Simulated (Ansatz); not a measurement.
## How the functional moves the response of SiC (P6_3mc) (r²SCAN, PBEsol and LDA)

```xyz
4
Lattice="3.0753 0.0000 0.0000 -1.5377 2.6633 0.0000 0.0000 0.0000 5.0482" Properties=species:S:1:pos:R:3 pbc="T T T"
Si    0.0000    1.7755    0.0232
Si    1.5377    0.8878    2.5473
C     0.0000    1.7755    1.9203
C     1.5377    0.8878    4.4445
```

This cell (10.34 Å³ an atom) was relaxed by PAW under r²SCAN, and each functional gets its own cell relaxed so. Quantity: dielectric response and Born charges by linear response (direction means).

Runs: (1) r²SCAN, PAW on Ansatz 0.2.0's default frozen-core files (fitted under PBE), scalar-relativistic; k mesh 8×8×4, fixed occupations, cutoff 500 eV. (2) PBEsol, PAW on Ansatz 0.2.0's default frozen-core files (fitted under PBE), scalar-relativistic; k mesh 8×8×4, fixed occupations, cutoff 420 eV. (3) LDA, PAW on Ansatz 0.2.0's default frozen-core files (fitted under PBE), scalar-relativistic; k mesh 8×8×4, fixed occupations, cutoff 420 eV.

Under r²SCAN: ε∞ = 6.59, largest |Z*| = 2.75 e, ε₀ = 10.0.

Which way does PBEsol move the volume, and by how much?

a = 3.076, c = 5.048 Å, 10.34 Å³ an atom: the same within 0.1 %.

What does PBEsol give for these quantities?

```json
{"quantity": "ε∞", "r²SCAN": "6.59", "PBEsol": "7.14", "change": "+8 %"}
{"quantity": "largest |Z*|", "r²SCAN": "2.75 e", "PBEsol": "2.75 e", "change": "under 1 %"}
{"quantity": "ε₀", "r²SCAN": "10.0", "PBEsol": "10.7", "change": "+7 %"}
```

Which way does LDA move the volume, and by how much?

a = 3.056, c = 5.016 Å, 10.14 Å³ an atom: 1.9 % smaller.

What does LDA give for these quantities?

```json
{"quantity": "ε∞", "r²SCAN": "6.59", "LDA": "7.01", "change": "+6 %"}
{"quantity": "largest |Z*|", "r²SCAN": "2.75 e", "LDA": "2.76 e", "change": "under 1 %"}
{"quantity": "ε₀", "r²SCAN": "10.0", "LDA": "10.5", "change": "+5 %"}
```

Keep in mind: frozen-core PAW files fitted under PBE, their cores solved anew for the functional of the run; zone-boundary modes aren't tested; field response not resolved by the mesh.
